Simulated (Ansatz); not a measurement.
# MgO: what symmetry allows forces and stress to be

```
CELL_PARAMETERS angstrom
0.00000 2.13515 2.13515
2.13515 0.00000 2.13515
2.13515 2.13515 0.00000
ATOMIC_POSITIONS crystal
Mg 0.97892 0.02108 0.02108
O 0.50000 0.50000 0.50000
```

Method: DFT PBEsol, scalar-relativistic, plane waves, PAW in Ansatz.

Cutoff 420 eV; k points 10×10×10 on the computed 2-atom cell (Γ-centred); Gaussian smearing, width 0.02 eV; no spin polarisation.

This distorted cell has space group I4mm, with 8 operations.

**Question.** Without a calculation: in which directions can each atom feel a force?

**Answer.** A force must be left unchanged by every operation that keeps its atom in place, so it lies in the space that those operations leave fixed. Atoms that the group maps onto each other feel forces of one size.
| atom | site symmetry | operations at the site | equivalent to atom | allowed force (Cartesian) |
| --- | --- | --- | --- | --- |
| Mg1 | 4mm | 8 | 1 | along (1.00, 0.00, 0.00) |
| O2 | 4mm | 8 | 2 | along (1.00, 0.00, 0.00) |

That leaves 2 independent force components of 6, tied by 1 condition that the forces sum to zero, so 1 remains. A relaxation in this cell that keeps the symmetry moves the atoms in these directions alone.

**Question.** And the stress tensor?

**Answer.** It must be invariant under the point group, which leaves 2 independent components: yz, xz, xy vanish; yy = zz.

**Question.** Do the computed values obey this?

**Answer.** Yes. Forces (eV/Å):
```
Mg1 -0.418  0.000  0.000
O2   0.418  0.000  0.000
```

Stress (GPa, compression positive, xx yy zz yz xz xy): -3.45 -5.90 -5.90 0.00 0.00 0.00. The program imposes the same operations on density, forces and stress, so this confirms the analysis and is no independent test of the calculation.